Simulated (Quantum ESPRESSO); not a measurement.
Here is a Quantum ESPRESSO 7.5 calculation.

File pw.in:

```
&CONTROL
  calculation = 'scf'
  prefix = 'pwscf'
  outdir = './tmp'
  pseudo_dir = './pseudo'
  tprnfor = .true.
  tstress = .true.
  disk_io = 'low'
/
&SYSTEM
  ibrav = 0
  nat = 4
  ntyp = 1
  ecutwfc = 55
  ecutrho = 440
  nbnd = 48
  occupations = 'smearing'
  smearing = 'fd'
  degauss = 0.00367493
  nspin = 2
  starting_magnetization(1) = 0.1176
/
&ELECTRONS
  conv_thr = 8d-10
  electron_maxstep = 120
  mixing_beta = 0.3
/
ATOMIC_SPECIES
Co    58.9332 Co_pbe_v1.2.uspp.F.UPF
CELL_PARAMETERS angstrom
   2.4705617809    0.0000000000    0.0000000000
  -1.2352808905    2.1395692639    0.0000000000
   0.0000000000    0.0000000000    8.0882338000
ATOMIC_POSITIONS crystal
Co     0.6666666667    0.3333333333    0.7500000000
Co     0.0000000000    0.0000000000    0.5000000000
Co     0.3333333333    0.6666666667    0.2500000000
Co     0.0000000000    0.0000000000    0.0000000000
K_POINTS automatic
12 12 4 0 0 0
```

Contents of pp_density.in:

```
&INPUTPP
  prefix = 'pwscf'
  outdir = './tmp'
  filplot = 'density.dat'
  plot_num = 0
/
&PLOT
  nfile = 1
  filepp(1) = 'density.dat'
  iflag = 3
  output_format = 6
  fileout = 'density.cube'
/
```

File pp_potential.in:

```
&INPUTPP
  prefix = 'pwscf'
  outdir = './tmp'
  filplot = 'potential.dat'
  plot_num = 11
/
&PLOT
  nfile = 1
  filepp(1) = 'potential.dat'
  iflag = 3
  output_format = 6
  fileout = 'potential.cube'
/
```

The input pp_spin.in:

```
&INPUTPP
  prefix = 'pwscf'
  outdir = './tmp'
  filplot = 'spin.dat'
  plot_num = 6
/
&PLOT
  nfile = 1
  filepp(1) = 'spin.dat'
  iflag = 3
  output_format = 6
  fileout = 'spin.cube'
/
```

Potentials or basis: SSSP 1.3 efficiency PBE.

The run is started by

```bash
$ OMP_NUM_THREADS=2 pw.x -in pw.in > pw.out
$ OMP_NUM_THREADS=2 pp.x -in pp_density.in > pp_density.out
$ OMP_NUM_THREADS=2 pp.x -in pp_potential.in > pp_potential.out
$ OMP_NUM_THREADS=2 pp.x -in pp_spin.in > pp_spin.out
```

Question: Estimate the site moments.

Answer: Co +1.77, +1.75 μB.

Question: Estimate the absolute moment.

Answer: 7.41 μB per cell.

Question: Predict the pressure.

Answer: 4.7 GPa.

Stress tensor (GPa, compression positive):
```
6.06 0.00 0.00
0.00 6.06 0.00
0.00 0.00 2.06
```
